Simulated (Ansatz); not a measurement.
# Puckered SnTe monolayer in a perpendicular field, part 2 of 2

What dipole does a perpendicular field induce in the puckered SnTe monolayer, and does the gap follow? A positive field points along +c.

Ansatz 0.2.0; plane-wave DFT, PBE-D3(BJ), Ansatz PAW (set soft_1); PAW set soft_1.

So far. Step 2 (Relaxation): The lattice constant a goes from 4.570 to 4.673 Å.

### Step 3. Atoms held, field 0

A sawtooth potential applies the field, turning back in the middle of the vacuum. With the dipole correction the typed value is the field outside the slab. The induced dipole is small, so the SCF threshold is tight.

The cell differs from the one that the last finished run ended in (c 36.981 → 21.098 Å).

input.yaml reads:

```yaml
crystal:
  lattice:
    - [4.6732166383, 0.0, 0.0]
    - [0.0, 4.5485976604, 0.0]
    - [0.0, 0.0, 21.0982042906]
  atoms:
    - { symbol: Sn, position: [0.0256470206, 0.0, 0.4351853554] }
    - { symbol: Te, position: [0.4743529794, 0.5, 0.426576588] }
    - { symbol: Te, position: [0.9743529794, 0.0, 0.573423412] }
    - { symbol: Sn, position: [0.5256470206, 0.5, 0.5648146446] }
kpoints:
  mp_grid: { grid: [10, 10, 1] }
  band_path:
    path:
      - [0, 0, 0]
      - [0.5, 0, 0]
      - [0.5, 0.5, 0]
      - [0, 0, 0]
      - [0, 0.5, 0]
      - [0.5, 0.5, 0]
    npoints: 16
hamiltonian:
  xc: pbe
  dispersion: d3bj
  pseudopotentials: { kind: paw, azcp: { folder: soft_1 } }
scf:
  occupations: { method: fermi_dirac, width: 0.02585 }
  convergence: { dr2_threshold: 1.0e-10 }
efield:
  axis: 3
  dipole_correction: true
  ramp_position: 0.97
  ramp_width: 0.06
  amplitude: 0
output:
  dos: { projected: true, e_range: [-6, 5] }
  write_potential: true
  write_density: true
  volumetric_format: npy
  elf: true
```

On the command line:

```
$ ansatz run input.yaml --threads 2 --pin off --max-ram 3072MiB --backend cpu --events-out ev --progress --plain --runs-dir out
```

Numbers of over 12 decimals in the logs are rounded to 6 here.

What it wrote:

```text
[...]
Crystal: 4 atoms, lattice volume = 448.476 Å³
Basis set: ecut = 420 eV, 8731 PW (Γ)
Bands: 36, of which v1, the nominal top of the filled ones, is band 30 counted from 1 (29 counted from 0)
Symmetry: 2 space group operations
k-points: 36 of 100 (time reversal used)
[...]
SCF iter   1: F=—  HF=-26010.813603 eV  |F-HF|=—  |Δ(HF+E_count)|=         —  Δρ=9.08e-3  dr2=8.06e-1  ethr=1.37e-3  p=0.000 e·Å  D=3.75e-14 V/Å  ΔV_dip=-0.00 eV  dr2_dipole=1.02e-12  V_vac-E_F(+/−)=4.66/4.66 eV  ⟨swp⟩=1.0  Hψ=8284  notcnv=0
efield: sawtooth ramp at fractional position 0.9700 (set: `efield.ramp_position`, or a place that a band, a saddle search or an elastic batch's reference lends), width 0.0600; the density the first Hamiltonian is built on has a dipole p = 0.000 e·Å; the dipole correction subtracts the counter field D = 3.75e-14 V/Å, which shifts the + side's vacuum level by -0.00 eV against the − side's; the planar-averaged density in the ramp window peaks in size at 9.5e-7 e/Å³
[...]
SCF iter   2: F=—  HF=-26010.634158 eV  |F-HF|=—  |Δ(HF+E_count)|=   1.79e-1  Δρ=4.21e-3  dr2=9.21e-2  ethr=1.34e-3  p=0.000 e·Å  D=3.37e-7 V/Å  ΔV_dip=-0.00 eV  dr2_dipole=3.34e-15  V_vac-E_F(+/−)=4.28/4.28 eV  ⟨swp⟩=3.1  Hψ=2047  notcnv=0  defer=4
[...]
SCF iter  11: F=-26010.631462 eV  HF=-26010.631462 eV  |F-HF|=7.28e-12  |Δ(HF+E_count)|=   1.92e-9  Δρ=1.27e-7  dr2=8.32e-11  ethr=1.00e-12  p=0.000 e·Å  D=7.60e-8 V/Å  ΔV_dip=-0.00 eV  dr2_dipole=9.31e-16  V_vac-E_F(+/−)=3.80/3.80 eV  ⟨swp⟩=8.3  Hψ=5325  notcnv=0
SCF 1 converged in 11 iterations: F = -26010.631462 eV  dr2 = 8.32e-11
[...]
NSCF: frozen V_eff on 81 k-points
efield: sawtooth ramp at fractional position 0.9700 (kept from the solve that this one continues, or follows in the run), width 0.0600; the density the first Hamiltonian is built on has a dipole p = 0.000 e·Å; the dipole correction subtracts the counter field D = 7.60e-8 V/Å, which shifts the + side's vacuum level by -0.00 eV against the − side's; the planar-averaged density in the ramp window peaks in size at 9.8e-7 e/Å³
WARN: The output density's exchange-correlation potential varies sharply where the density is thin. Do not read a vacuum level from v_tot or v_xc, or from such a field of the output density. On a cell that repeats whose density bears no net charge and no dipole along the vacuum's axis use v_es (v_loc + v_h of the components); under efield.dipole_correction with no amplitude use v_es + v_field, which holds any externa [...]
SCF converged after 11 iterations
Free energy (F): -26010.631462 eV
[...]
Internal energy: -26010.631462 eV  (E = F + TS)
E sigma→0 (E₀):  -26010.631462 eV
Fermi energy:    -0.047170 eV
Dipole field:    D = 0.000000 V/Å  (p = 0.000000 e·Å, saw-weighted, corrected)
Work function:   Φ+ = 3.8028 eV   Φ− = 3.8028 eV
Levels:          The Fermi level and band energies are counted from a zero that moves with the ramp; work functions are not
[...]
--- Band table (eV; the first three rows and the last of 36) ---
  k-point 0: bands = [... 26 lower, -3.2901, -2.2057, -2.1816, -1.3430, 0.8992, 2.2251, 2.7590, 3.0498, ... 2 higher]
  k-point 1: bands = [... 26 lower, -3.1584, -2.2104, -1.9312, -1.3670, 0.8843, 2.4099, 2.4683, 2.6968, ... 2 higher]
  k-point 2: bands = [... 26 lower, -2.8717, -2.0771, -1.4895, -1.4565, 0.8816, 1.7277, 1.9422, 2.5358, ... 2 higher]
  k-point 35: bands = [... 26 lower, -3.6822, -3.6822, -2.2364, -2.2364, 2.1800, 2.1800, 3.3517, 3.3517, ... 2 higher]
```

Wall time 52 s (2 threads of Arm Neoverse V2, shared host); peak memory 1.1 GiB.

This step gave:

```
dipole along the normal            : 1.20e-7 e·Å
gap along the path                 : 0.8351 eV
smallest direct gap along the path : 0.8437 eV
ionisation energy, upper face      : 4.217 eV
electron affinity, upper face      : 3.382 eV
gap, the smaller of path and mesh  : 0.8351 eV
```

Running mean over a fixed 2.8 Å (it still follows the layers) of the planar mean; the ramp of the sawtooth is left out. Table of electron's electrostatic potential energy less the Fermi level by z:

| z (Å) | electron's electrostatic potential energy less the Fermi level (eV) |
| --- | --- |
| 3.0 | 3.80 |
| 3.5 | 3.80 |
| 4.0 | 3.80 |
| 4.5 | 3.80 |
| 5.0 | 3.80 |
| 5.5 | 3.78 |
| 6.0 | 3.73 |
| 6.5 | 3.50 |
| 7.0 | 2.60 |
| 7.5 | 0.740 |
| 8.0 | -1.18 |
| 8.5 | -2.95 |
| 9.0 | -3.60 |
| 9.5 | -3.64 |
| 10.0 | -3.37 |
| 10.5 | -3.39 |
| 11.0 | -3.35 |
| 11.5 | -3.59 |
| 12.0 | -3.64 |
| 12.5 | -3.16 |
| 13.0 | -1.57 |
| 13.5 | 0.366 |
| 14.0 | 2.27 |
| 14.5 | 3.41 |
| 15.0 | 3.70 |
| 15.5 | 3.78 |
| 16.0 | 3.80 |
| 16.5 | 3.80 |
| 17.0 | 3.80 |
| 17.5 | 3.80 |
| 18.0 | 3.80 |

The density of states has structure finer than the step of the table below, so its rows give means over 0.25 eV, whole bins alone (the curve runs from -6 to 1.75 eV). Peaks (eV: height): -3.630: 8.71, -3.330: 5.95, -2.310: 6.10, -2.200: 6.68, -1.340: 5.57, 0.950: 8.81, 1.280: 4.78.

Density of states against energy, zero at the Fermi level of the run, which the smearing sets inside the gap; means over each step:

| energy (eV) | density of states (states/eV a cell) |
| --- | --- |
| -5.75 | 0.169 |
| -5.50 | 0 |
| -5.25 | 0 |
| -5.00 | 0 |
| -4.75 | 0.507 |
| -4.50 | 1.06 |
| -4.25 | 1.10 |
| -4.00 | 1.26 |
| -3.75 | 1.91 |
| -3.50 | 4.86 |
| -3.25 | 4.81 |
| -3.00 | 3.65 |
| -2.75 | 3.10 |
| -2.50 | 3.32 |
| -2.25 | 5.84 |
| -2.00 | 3.99 |
| -1.75 | 1.74 |
| -1.50 | 2.68 |
| -1.25 | 3.77 |
| -1.00 | 3.21 |
| -0.75 | 1.00 |
| -0.50 | 0.112 |
| -0.25 | 0 |
| 0.00 | 0 |
| 0.25 | 0 |
| 0.50 | 0.465 |
| 0.75 | 2.90 |
| 1.00 | 4.11 |
| 1.25 | 3.43 |
| 1.50 | 3.39 |

Projected DOS per atom over height of the atomic layer and energy from the Fermi level. Layers: SnTe SnTe from below.

Values in states/eV, 22 rows by 2 columns, each cell a mean:
```
0.81 0.81
0.80 0.80
1.05 1.05
0.15 0.15
0.00 0.00
0.00 0.00
0.05 0.05
0.61 0.61
0.90 0.90
0.49 0.49
0.88 0.88
1.29 1.29
0.75 0.75
0.93 0.93
1.22 1.22
0.62 0.62
0.30 0.30
0.28 0.28
0.11 0.11
0.00 0.00
0.00 0.00
0.08 0.08
```
Columns: height of the atomic layer (Å) from 9.09 to 12.0; rows upwards: energy from the Fermi level (eV) from -5.96 to 1.69.

Electronic bands along the path, in eV, zero at the Fermi level of the run, which the smearing sets inside the gap:

| point | band 27 | band 28 | band 29 | band 30 | band 31 | band 32 | band 33 | band 34 |
| --- | --- | --- | --- | --- | --- | --- | --- | --- |
| Γ | -3.24 | -2.16 | -2.13 | -1.30 | 0.95 | 2.27 | 2.81 | 3.10 |
| halfway | -2.59 | -1.86 | -1.53 | -1.11 | 0.97 | 1.40 | 1.63 | 2.39 |
| X | -1.92 | -1.92 | -0.80 | -0.80 | 0.78 | 0.78 | 0.97 | 0.97 |
| halfway | -2.81 | -2.81 | -1.96 | -1.96 | 1.94 | 1.94 | 2.47 | 2.47 |
| S | -3.63 | -3.63 | -2.19 | -2.19 | 2.23 | 2.23 | 3.40 | 3.40 |
| halfway | -2.99 | -2.04 | -1.70 | -0.83 | 0.77 | 1.27 | 1.54 | 2.86 |
| Γ | -3.24 | -2.16 | -2.13 | -1.30 | 0.95 | 2.27 | 2.81 | 3.10 |
| halfway | -2.66 | -1.94 | -1.48 | -1.20 | 0.96 | 1.36 | 1.59 | 2.36 |
| Y | -1.99 | -1.99 | -0.97 | -0.97 | 0.71 | 0.71 | 0.84 | 0.84 |
| halfway | -2.87 | -2.87 | -2.02 | -2.02 | 1.93 | 1.93 | 2.37 | 2.37 |
| S | -3.63 | -3.63 | -2.19 | -2.19 | 2.23 | 2.23 | 3.40 | 3.40 |

Electrostatic potential energy in the ca plane at fractional y = 0.000, with atoms of Sn and Te within 0.2 Å of it. With pseudopotentials it is smooth inside the atoms' cores, unlike the true potential.

Ten even steps from '0' (-28 eV) to '9' (4 eV), each cell a mean:
```
99999999999999999997306504771299227999999999
99999999999999999998620037884011058999999999
99999999999999999999877778997522589999999999
99999999999999999999999999999888899999999999
99999999999999999999999999999999999999999999
99999999999999999999999999999999999999999999
99999999999999999999999999999999999999999999
99999999999999999999998899999999999999999999
99999999999999999999876678999888999999999999
99999999999999999998610026898533689999999999
99999999999999999997217603784000058999999999
99999999999999999997149922771299128999999999
```
Columns run along c (16.0 Å, from fractional 0.05 to 0.81 of the cell; values clipped at the 3rd and 97th percentile), rows up along a (4.7 Å). Atoms in or near the plane, at fractional coordinates: Sn at (0.44, 0.03), Te at (0.57, 0.97).

Valence density in the ca plane at fractional y = 0.000, with atoms of Sn and Te within 0.2 Å of it. It is the smooth field of the valence electrons, not physical close to the nuclei.

Values in units of 1e0 e/Å³, 7 rows by 16 columns, each cell a mean:
```
0.0 0.0 0.0 0.0 0.0 0.0 0.0 1.0 3.7 0.4 2.4 7.7 0.3 0.0 0.0 0.0
0.0 0.0 0.0 0.0 0.0 0.0 0.0 0.1 0.3 0.1 0.4 0.7 0.1 0.0 0.0 0.0
0.0 0.0 0.0 0.0 0.0 0.0 0.0 0.0 0.1 0.0 0.1 0.1 0.0 0.0 0.0 0.0
0.0 0.0 0.0 0.0 0.0 0.0 0.0 0.0 0.0 0.0 0.0 0.0 0.0 0.0 0.0 0.0
0.0 0.0 0.0 0.0 0.0 0.0 0.0 0.1 0.1 0.1 0.1 0.1 0.0 0.0 0.0 0.0
0.0 0.0 0.0 0.0 0.0 0.0 0.0 0.5 1.6 0.2 0.3 0.6 0.1 0.0 0.0 0.0
0.0 0.0 0.0 0.0 0.0 0.0 0.0 2.1 8.1 0.5 2.2 7.0 0.3 0.0 0.0 0.0
```
Columns run along c (16.0 Å, from fractional 0.05 to 0.81 of the cell), rows up along a (4.7 Å). Atoms in or near the plane, at fractional coordinates: Sn at (0.44, 0.03), Te at (0.57, 0.97).

ELF in the ca plane at fractional y = 0.000, with atoms of Sn and Te within 0.2 Å of it. It is the smooth field of the valence electrons, not physical close to the nuclei.

Values, 7 rows by 16 columns, each cell a mean:
```
0.00 0.00 0.00 0.00 0.00 0.05 0.53 0.42 0.17 0.42 0.38 0.17 0.68 0.38 0.05 0.00
0.00 0.00 0.00 0.00 0.00 0.01 0.19 0.44 0.34 0.27 0.54 0.52 0.59 0.19 0.02 0.00
0.00 0.00 0.00 0.00 0.00 0.00 0.02 0.09 0.10 0.06 0.30 0.39 0.19 0.03 0.00 0.00
0.00 0.00 0.00 0.00 0.00 0.00 0.01 0.05 0.07 0.04 0.06 0.07 0.02 0.00 0.00 0.00
0.00 0.00 0.00 0.00 0.00 0.00 0.04 0.18 0.21 0.11 0.27 0.38 0.20 0.03 0.00 0.00
0.00 0.00 0.00 0.00 0.00 0.01 0.25 0.37 0.24 0.31 0.58 0.59 0.66 0.22 0.02 0.00
0.00 0.00 0.00 0.00 0.00 0.06 0.53 0.31 0.03 0.41 0.40 0.19 0.70 0.40 0.05 0.00
```
Columns run along c (16.0 Å, from fractional 0.05 to 0.81 of the cell), rows up along a (4.7 Å). Atoms in or near the plane, at fractional coordinates: Sn at (0.44, 0.03), Te at (0.57, 0.97).

The gap is 0.84 eV, with the valence edge 4.22 eV and the conduction edge 3.38 eV under the upper vacuum level. Spin-orbit coupling, left out in this run, matters for the bands of elements this heavy.

### Step 4. Atoms held, field 0.1 V/Å

input.yaml: that of step 3 with these lines changed.

```diff
@@ -31,7 +31,6 @@
   dipole_correction: true
-  ramp_position: 0.97
-  ramp_width: 0.06
-  amplitude: 0
+  ramp_position: 0.9564
+  ramp_width: 0.0872
+  amplitude: 0.1
 output:
-  dos: { projected: true, e_range: [-6, 5] }
   write_potential: true
@@ -39,2 +38 @@
   volumetric_format: npy
-  elf: true
```

What it wrote:

```text
[...]
Crystal: 4 atoms, lattice volume = 448.476 Å³
Basis set: ecut = 420 eV, 8731 PW (Γ)
Bands: 36, of which v1, the nominal top of the filled ones, is band 30 counted from 1 (29 counted from 0)
Symmetry: 2 space group operations
k-points: 36 of 100 (time reversal used)
[...]
k-point 0: bands = [... 26 lower, -3.2907, -2.2063, -2.1821, -1.3436, 0.8971, 2.2245, 2.7583, 3.0492, ... 2 higher]
  k-point 1: bands = [... 26 lower, -3.1590, -2.2110, -1.9318, -1.3676, 0.8823, 2.4089, 2.4680, 2.6962, ... 2 higher]
  k-point 2: bands = [... 26 lower, -2.8723, -2.0776, -1.4901, -1.4571, 0.8799, 1.7271, 1.9416, 2.5352, ... 2 higher]
  k-point 35: bands = [... 26 lower, -3.6830, -3.6825, -2.2412, -2.2328, 2.1737, 2.1847, 3.3491, 3.3517, ... 2 higher]
[key lines of the parts left out:]
SCF converged after 11 iterations
Free energy (F): -26010.634898 eV
Fermi energy:    -0.047781 eV
Dipole field:    D = 0.027730 V/Å  (p = 0.068727 e·Å, saw-weighted, corrected)
```

Elapsed: 52 s, on 2 threads; peak memory 0.94 GiB; 1.7 min of CPU time.

The dipole is 0.0687 e·Å, and the gap 0.835 eV.

### Step 5. Single point, field -0.1 V/Å

input.yaml: that of step 4 with these lines changed.

```diff
@@ -33,3 +33,3 @@
   ramp_width: 0.0872
-  amplitude: 0.1
+  amplitude: -0.1
 output:
```

What it wrote:

```text
[...]
Crystal: 4 atoms, lattice volume = 448.476 Å³
Basis set: ecut = 420 eV, 8731 PW (Γ)
Bands: 36, of which v1, the nominal top of the filled ones, is band 30 counted from 1 (29 counted from 0)
Symmetry: 2 space group operations
k-points: 36 of 100 (time reversal used)
[...]
k-point 0: bands = [... 26 lower, -3.2907, -2.2063, -2.1821, -1.3436, 0.8971, 2.2245, 2.7583, 3.0492, ... 2 higher]
  k-point 1: bands = [... 26 lower, -3.1590, -2.2110, -1.9318, -1.3676, 0.8823, 2.4089, 2.4680, 2.6962, ... 2 higher]
  k-point 2: bands = [... 26 lower, -2.8723, -2.0776, -1.4901, -1.4571, 0.8799, 1.7271, 1.9416, 2.5352, ... 2 higher]
  k-point 35: bands = [... 26 lower, -3.6830, -3.6825, -2.2412, -2.2328, 2.1737, 2.1847, 3.3491, 3.3517, ... 2 higher]
[key lines of the parts left out:]
SCF converged after 11 iterations
Free energy (F): -26010.634898 eV
Fermi energy:    -0.047781 eV
Dipole field:    D = -0.027730 V/Å  (p = -0.068727 e·Å, saw-weighted, corrected)
```

It took 52 s on 2 threads; peak memory 0.94 GiB; 1.7 min of CPU time.

The dipole is -0.0687 e·Å, and the gap 0.835 eV.

### Step 6. Response, atoms held

This step: plane-wave DFT, PBE-D3(BJ), Ansatz PAW (set soft_1); response to a field along the normal, atoms held; PAW set soft_1 (Ansatz 0.2.0).

The dipoles give the slope, and the difference of two potentials shows where the field is screened.

This step gave:

```
equivalent conductor thickness p/(ε₀AE) : 5.850 Å
distance between the outer atoms        : 3.098 Å
```

Dipole of the cell against applied field:

| applied field (V/Å) | dipole of the cell (e·Å) |
| --- | --- |
| -0.1000 | -0.0687 |
| 0.0000 | 1.2e-7 |
| 0.1000 | 0.0687 |

Local field over the applied field, running mean. From the potentials at -0.1 and 0.1 V/Å; running mean over 2.5 Å. Table of local field over applied field by z:

| z (Å) | local field over applied field |
| --- | --- |
| 4.10 | 0.999 |
| 4.40 | 0.998 |
| 4.83 | 0.994 |
| 5.13 | 0.990 |
| 5.57 | 0.975 |
| 5.86 | 0.957 |
| 6.15 | 0.926 |
| 6.59 | 0.845 |
| 6.89 | 0.763 |
| 7.18 | 0.662 |
| 7.62 | 0.495 |
| 7.91 | 0.387 |
| 8.35 | 0.241 |
| 8.64 | 0.159 |
| 8.94 | 0.0932 |
| 9.38 | 0.0350 |
| 9.67 | 0.0227 |
| 9.96 | 0.0230 |
| 10.40 | 0.0289 |
| 10.70 | 0.0289 |
| 11.14 | 0.0230 |
| 11.43 | 0.0227 |
| 11.72 | 0.0350 |
| 12.16 | 0.0932 |
| 12.45 | 0.159 |
| 12.75 | 0.241 |
| 13.19 | 0.387 |
| 13.48 | 0.495 |
| 13.92 | 0.662 |
| 14.21 | 0.763 |
| 14.51 | 0.845 |
| 14.94 | 0.926 |
| 15.24 | 0.957 |
| 15.53 | 0.975 |
| 15.97 | 0.990 |
| 16.26 | 0.994 |
| 16.70 | 0.998 |
| 17.00 | 0.999 |

Electrons, planar mean, per unit field. The induced electron density by z:

z (Å), induced electron density (e/Å³ per V/Å) and a bar from the least value:
```
     4.10    0.00000 ###############
     4.54    0.00001 ###############
     4.98    0.00003 ###############
     5.42    0.00009 ###############
     5.86    0.00021 ################
     6.30    0.00048 #################
     6.74    0.00107 ###################
     7.18    0.00216 ########################
     7.62    0.00353 #############################
     8.06    0.00367 ##############################
     8.50    0.00135 #####################
     8.94   -0.00024 ##############
     9.38   -0.00032 ##############
     9.82    0.00016 ################
    10.26    0.00021 ################
    10.84   -0.00021 ##############
    11.28   -0.00016 ##############
    11.72    0.00032 ################
    12.16    0.00024 ################
    12.60   -0.00135 #########
    13.04   -0.00367 
    13.48   -0.00353 #
    13.92   -0.00216 ######
    14.36   -0.00107 ###########
    14.80   -0.00048 #############
    15.24   -0.00021 ##############
    15.68   -0.00009 ###############
    16.12   -0.00003 ###############
    16.56   -0.00001 ###############
    17.00    0.00000 ###############
```

The smaller of the gaps on the path and on the k-mesh, counted as 0 under 0.03 eV. The gap stays at 0.835 eV for applied field from -0.1 to 0.1 V/Å.

By hand: between -0.1 and 0.1 V/Å the dipole changes by 0.1375 e·Å, a slope of 0.6873 e·Å²/V. A perfect conductor of thickness t has p = ε₀AEt, so t = 180.95 × 0.6873 / 21.257 = 5.85 Å (e/ε₀ = 180.95 V·Å, A in Å²).

The induced dipole is that of a conductor 5.85 Å thick.

### Step 7. Summary of results

```
gap without field                          : 0.835 eV
ionisation energy, upper face              : 4.22 eV
electron affinity, upper face              : 3.38 eV
equivalent conductor thickness, atoms held : 5.85 Å
```

The induced dipole equals that of a perfect conductor 5.85 Å thick, while the outer atoms lie 3.10 Å apart; an out-of-plane ε follows only once a thickness t is chosen, by 1 − 1/ε = 5.85 Å / t. The gap stays within 0.01 eV of 0.84 eV over the fields run, up to 0.1 V/Å in size. Semilocal functionals give gaps that are too small, and excitons are not included. Spin-orbit coupling is left out, which matters for the bands of elements this heavy.

[Logs are printed without paths, hosts, clocks, repeated set-up lines and the standing remarks that a program may print on its own settings, such as how far it seeks lower states.]

[Hosts, paths, dates, database ids (printed as entryN), source tags and the programs' standing remarks are cut or masked in the printed files.]

[Maps of the electrostatic potential energy from Ansatz leave out the sawtooth potential of an applied field or a dipole correction, so their vacuum need not be flat; planar profiles and work functions include it.]

[The density of states shown here was stored with 400 of the rows of the run's finer table, so its peaks can read low, often by over a quarter, or be missed, and its means over a window can be off by a tenth or more.]
